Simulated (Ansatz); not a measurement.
**Squeezing Os (bcc type)**

```
Os
1.0
    -1.54627    1.54627    1.54627
     1.54627   -1.54627    1.54627
     1.54627    1.54627   -1.54627
Os
1
Direct
  0.00000 0.00000 0.00000
```

The cell comes from a relaxation on PAW files under the same functional, begun from a prototype that needn't be the stable phase.

Its volume is scaled at fixed shape and fractional positions.

All numbers are PBE results (scalar-relativistic) from Ansatz 0.2.0, with a Γ-centred 17×17×17 k mesh, Fermi–Dirac smearing of 0.1 eV, no spin polarisation. Methods: LAPW: all electrons, basis error target 1 meV/atom; PAW: frozen-core files, cutoff 420 eV; crystal datasets: all electrons, by PAW datasets that the program makes for each cell; norm-conserving: pseudopotentials, cutoff 1007 eV; PAW (partial waves polarizable): frozen-core files, cutoff 420 eV.

Energies are extrapolated to zero smearing and count from the unscaled cell; pressure is positive in compression; gaps take the mesh and a band path. No temperature or zero-point motion is included.

Spin–orbit coupling is left out, which matters for the heavy atoms. The structure type is held throughout; the real material can change phase at far lower pressure.

| V/V0 | V (Å³/atom) | P LAPW (GPa) | ΔE LAPW (eV/atom) | P PAW − LAPW (GPa) | ΔE PAW − LAPW (meV/atom) |
| --- | --- | --- | --- | --- | --- |
| 1.00 | 14.79 | -0.05 | 0.000 | 0.03 | 0.0 |
| 0.90 | 13.31 | 47.3 | 0.193 | 0.14 | 0.8 |
| 0.80 | 11.83 | 131.7 | 0.979 | 0.39 | 3.2 |
| 0.70 | 10.35 | ? | ? | ? | ? |
| 0.60 | 8.87 | 571.9 | 6.634 | 2.38 | 23.7 |
| 0.50 | 7.39 | 1143 | 14.230 | 4.85 | 56.5 |
| 0.40 | 5.92 | 2412 | 29.803 | 8.53 | 116.7 |

(1) Fit the Vinet equation to the LAPW pressures shown (residuals weighted by 1/(|P| + 0.03·Pmax)), and predict the pressure of the withheld row.

(2) At the smallest volume, how far do crystal datasets and norm-conserving and PAW (partial waves polarizable) lie from LAPW in pressure?

(3) How do the Löwdin populations by LAPW change from the unscaled cell to the last row?

Answers

(1) The fit gives V0 = 14.80 Å³/atom, B0 = 340 GPa and B0′ = 4.99. At 10.35 Å³/atom, x = (V/V0)^(1/3) = 0.8877, and P = 3·B0·(1 − x)/x²·exp[1.5·(B0′ − 1)·(1 − x)] = 284.8 GPa. The run itself gave 284.6 GPa (+0.1 % off) and ΔE = 2.826 eV/atom.

(2) crystal datasets: 0.00 GPa; norm-conserving: +5.30 GPa; PAW (partial waves polarizable): +8.52 GPa, on a LAPW pressure of 2412 GPa.

(3) Os 5s 1.98 → 1.86, Os 6s 0.94 → 0.61, Os 5p 6.00 → 5.93, Os 5d 6.90 → 7.46 electrons an atom. These are projections on the shells that the free atoms fill; 0.18 e a cell lies outside them at the start and 0.15 e at the end.
